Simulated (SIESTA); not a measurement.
Crystal: MnF2.

```
CELL_PARAMETERS angstrom
4.87380 0.00000 0.00000
0.00000 4.87380 0.00000
0.00000 0.00000 3.31070
ATOMIC_POSITIONS crystal
Mn 0.50000 0.50000 0.50000
Mn 0.00000 0.00000 0.00000
F 0.80530 0.19470 0.50000
F 0.69470 0.69470 0.00000
F 0.19470 0.80530 0.50000
F 0.30530 0.30530 0.00000
```

Program: SIESTA 5.4.2. Alike in all runs: task band structure; spin collinear, ferromagnetic start; cell as given; k mesh 6 × 6 × 8; smearing fermi-dirac 0.05 eV; grid cutoff 800 Ry; energy shift 0.003 Ry.

Task: Order these runs on this cell by their pressure, lowest first.
A. level PBEsol; potentials or basis PseudoDojo 0.4 standard (PBEsol files), DZP (energy shift 0.003 Ry; two zetas on semicore shells)
B. level LDA; potentials or basis PseudoDojo 0.4 standard (LDA files), DZP (energy shift 0.003 Ry; two zetas on semicore shells)
C. level PBE; potentials or basis PseudoDojo 0.4 standard (PBE files), DZP (energy shift 0.003 Ry; two zetas on semicore shells)

Result: B (-5.7 GPa), A (-0.7 GPa), C (3.9 GPa).

Caveats: short orbitals over semicore shells can move pressures by several GPa; the basis of atomic orbitals isn't converged, which shifts pressures, moduli and gaps; only a ferromagnetic start was run, and an antiferromagnetic order may lie lower in energy.
